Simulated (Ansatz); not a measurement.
# H2C5: the cost of one run

Method: DFT PBE, plane waves, PAW, scalar-relativistic, no spin polarisation, in Ansatz 0.2.0.

**1. Starting point**

The cell holds 56 atoms (C40H16): a = 5.049 Å, b = 10.097 Å, c = 16.165 Å, α = 90.00°, β = 90.00°, γ = 90.00°.

Its coordinates follow in the input file.

**2. Preparing the start**

File input.yaml:

```yaml
accuracy: low
crystal:
  lattice:
    - [5.048742, 0.0, 0.0]
    - [0.0, 10.097485, 0.0]
    - [0.0, 0.0, 16.1647]
  atoms:
    - { symbol: H, position: [0.4277868, 0.0, 0.0618632] }
    - { symbol: H, position: [0.0722132, 0.0, 0.0618632] }
    - { symbol: H, position: [0.9277868, 0.0, 0.0618632] }
    - { symbol: H, position: [0.5722132, 0.0, 0.0618632] }
    - { symbol: H, position: [0.4277868, 0.25, 0.0618632] }
    - { symbol: H, position: [0.0722132, 0.25, 0.0618632] }
    - { symbol: H, position: [0.9277868, 0.25, 0.0618632] }
    - { symbol: H, position: [0.5722132, 0.25, 0.0618632] }
    - { symbol: H, position: [0.4277868, 0.5, 0.0618632] }
    - { symbol: H, position: [0.0722132, 0.5, 0.0618632] }
    - { symbol: H, position: [0.9277868, 0.5, 0.0618632] }
    - { symbol: H, position: [0.5722132, 0.5, 0.0618632] }
    - { symbol: H, position: [0.4277868, 0.75, 0.0618632] }
    - { symbol: H, position: [0.0722132, 0.75, 0.0618632] }
    - { symbol: H, position: [0.9277868, 0.75, 0.0618632] }
    - { symbol: H, position: [0.5722132, 0.75, 0.0618632] }
    - { symbol: C, position: [0.25, 0.0, 0.1011278] }
    - { symbol: C, position: [0.75, 0.0, 0.1011278] }
    - { symbol: C, position: [0.25, 0.25, 0.1011278] }
    - { symbol: C, position: [0.75, 0.25, 0.1011278] }
    - { symbol: C, position: [0.25, 0.5, 0.1011278] }
    - { symbol: C, position: [0.75, 0.5, 0.1011278] }
    - { symbol: C, position: [0.25, 0.75, 0.1011278] }
    - { symbol: C, position: [0.75, 0.75, 0.1011278] }
    - { symbol: C, position: [0.25, 0.125, 0.1563407] }
    - { symbol: C, position: [0.75, 0.125, 0.1563407] }
    - { symbol: C, position: [0.25, 0.375, 0.1563407] }
    - { symbol: C, position: [0.75, 0.375, 0.1563407] }
    - { symbol: C, position: [0.25, 0.625, 0.1563407] }
    - { symbol: C, position: [0.75, 0.625, 0.1563407] }
    - { symbol: C, position: [0.25, 0.875, 0.1563407] }
    - { symbol: C, position: [0.75, 0.875, 0.1563407] }
    - { symbol: C, position: [0.0, 0.125, 0.2115536] }
    - { symbol: C, position: [0.5, 0.125, 0.2115536] }
    - { symbol: C, position: [0.0, 0.375, 0.2115536] }
    - { symbol: C, position: [0.5, 0.375, 0.2115536] }
    - { symbol: C, position: [0.0, 0.625, 0.2115536] }
    - { symbol: C, position: [0.5, 0.625, 0.2115536] }
    - { symbol: C, position: [0.0, 0.875, 0.2115536] }
    - { symbol: C, position: [0.5, 0.875, 0.2115536] }
    - { symbol: C, position: [0.0, 0.0, 0.2667665] }
    - { symbol: C, position: [0.5, 0.0, 0.2667665] }
    - { symbol: C, position: [0.0, 0.25, 0.2667665] }
    - { symbol: C, position: [0.5, 0.25, 0.2667665] }
    - { symbol: C, position: [0.0, 0.5, 0.2667665] }
    - { symbol: C, position: [0.5, 0.5, 0.2667665] }
    - { symbol: C, position: [0.0, 0.75, 0.2667665] }
    - { symbol: C, position: [0.5, 0.75, 0.2667665] }
    - { symbol: C, position: [0.25, 0.0484534, 0.3195048] }
    - { symbol: C, position: [0.75, 0.0484534, 0.3195048] }
    - { symbol: C, position: [0.25, 0.2015466, 0.2972341] }
    - { symbol: C, position: [0.75, 0.2015466, 0.2972341] }
    - { symbol: C, position: [0.25, 0.5484534, 0.3195048] }
    - { symbol: C, position: [0.75, 0.5484534, 0.3195048] }
    - { symbol: C, position: [0.25, 0.7015466, 0.2972341] }
    - { symbol: C, position: [0.75, 0.7015466, 0.2972341] }
basis:
  ecutwfc: 420.0
kpoints:
  mp_grid: { grid: [2, 1, 1] }
hamiltonian:
  xc: pbe
  pseudopotentials: { kind: paw, azcp: { folder: soft_1 } }
scf:
  occupations: { method: fermi_dirac, width: 0.02 }
  lower_state_search: "off"
relax:
  f_tol: 0.08
  max_steps: 25
  adjacent_minimum: "off"
  constraints:
    - { sites: [0, 1, 2, 3, 4, 5, 6, 7, 8, 9, 10, 11, 12, 13, 14, 15, 16, 17, 18, 19, 20, 21, 22, 23, 24, 25, 26, 27, 28, 29, 30, 31] }
```

On the command line:

```console
ansatz run input.yaml --threads 2 --pin off --max-ram 5120MiB --backend cpu --events-out ev --progress --plain --runs-dir out
```

Q: Estimate wall time and peak memory on 2 threads of AMD EPYC 9R45 (Zen 5), shared host.

About 18 s, with a peak of 1.5 GiB.
